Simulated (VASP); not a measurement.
Input of a VASP 6.6.1 run:

Contents of INCAR:

```
  PREC = Accurate
  ENCUT = 520
  EDIFF = 1E-7
  ISMEAR = 0
  SIGMA = 0.03
  LREAL = False
  LASPH = True
  NELM = 80
  ALGO = Normal
  ISIF = 2
  LWAVE = False
  LCHARG = False
  GGA = PS
  NBANDS = 17
  ICORELEVEL = 1
```

KPOINTS

```
Automatic mesh
0
Gamma
  10 10 10
```

POSCAR

```
SnTe                                    
1.0
    0.0000000000      3.1448388744      3.1448388744
    3.1448388744      0.0000000000      3.1448388744
    3.1448388744      3.1448388744      0.0000000000
  Sn              Te            
     1     1
Direct
     0.0000000000000000    0.0000000000000000    0.0000000000000000
     0.5000000000000000    0.5000000000000000    0.5000000000000000
```

File KPOINTS_OPT:

```
explicit points
209
Reciprocal
 0.0000000000  0.0000000000  0.0000000000 1
 0.0263157895  0.0000000000  0.0263157895 1
 0.0526315789  0.0000000000  0.0526315789 1
 0.0789473684  0.0000000000  0.0789473684 1
 0.1052631579  0.0000000000  0.1052631579 1
 0.1315789474  0.0000000000  0.1315789474 1
[... 201 lines left out ...]
 0.4250000000  0.0000000000  0.4250000000 1
 0.4500000000  0.0000000000  0.4500000000 1
```

Potentials or basis: VASP PAW PBE potentials, release 64 (Sn_d, Te).

Launch:

```console
$ cat potpaw_PBE.64/Sn_d/POTCAR potpaw_PBE.64/Te/POTCAR > POTCAR
$ mpirun -np 1 vasp_std > vasp.out
```

Q: What does it give for the band gap on the k mesh?

A: 0.16 eV, direct.

Q: What does it give for the pressure?

A: 0.0 GPa.

Q: What does it give for the band gap along the path?

A: 0.04 eV, indirect (least direct gap 0.05 eV).

Levels at the corners of the path, in eV from the valence-band top:
```tsv
point	band 8	band 9	band 10	band 11	band 12	band 13
Γ	-2.09	-2.09	-2.09	3.40	3.40	3.40
X	-5.59	-3.72	-3.72	2.13	5.00	5.00
X	-5.59	-3.72	-3.72	2.13	5.00	5.00
W	-4.83	-4.83	-0.76	0.88	4.62	4.62
W	-4.83	-4.83	-0.76	0.88	4.62	4.62
K	-5.19	-3.22	-2.69	3.09	3.11	4.20
K	-5.19	-3.22	-2.69	3.09	3.11	4.20
Γ	-2.09	-2.09	-2.09	3.40	3.40	3.40
Γ	-2.09	-2.09	-2.09	3.40	3.40	3.40
L	-1.75	-1.75	0.00	0.16	0.39	0.39
L	-1.75	-1.75	0.00	0.16	0.39	0.39
U	-5.19	-3.22	-2.69	3.09	3.11	4.20
U	-5.19	-3.22	-2.69	3.09	3.11	4.20
W	-4.83	-4.83	-0.76	0.88	4.62	4.62
W	-4.83	-4.83	-0.76	0.88	4.62	4.62
L	-1.75	-1.75	0.00	0.16	0.39	0.39
L	-1.75	-1.75	0.00	0.16	0.39	0.39
K	-5.19	-3.22	-2.69	3.09	3.11	4.20
U	-5.19	-3.22	-2.69	3.09	3.11	4.20
X	-5.59	-3.72	-3.72	2.13	5.00	5.00
```

Caveat: the PAW data sets were made with another functional, which shifts forces and pressure a little; spin-orbit coupling is left out, which moves the levels of the heavy elements; the mesh misses the band edges, which the band path finds closer together.

**Experimental background.**

From a printed reference work, textbook, for a bulk crystal of SnTe at 300 K: band gap 0.18 eV (direct).

Measured gap of SnTe: 0.18 eV (direct; 300 K; a printed reference work, textbook). This calculation gives 0.04 eV (-0.14 eV). Spin-orbit coupling on Sn, Te is left out. The value is that of PBEsol, without temperature or zero-point motion. Semilocal functionals fall short of measured gaps as a rule.
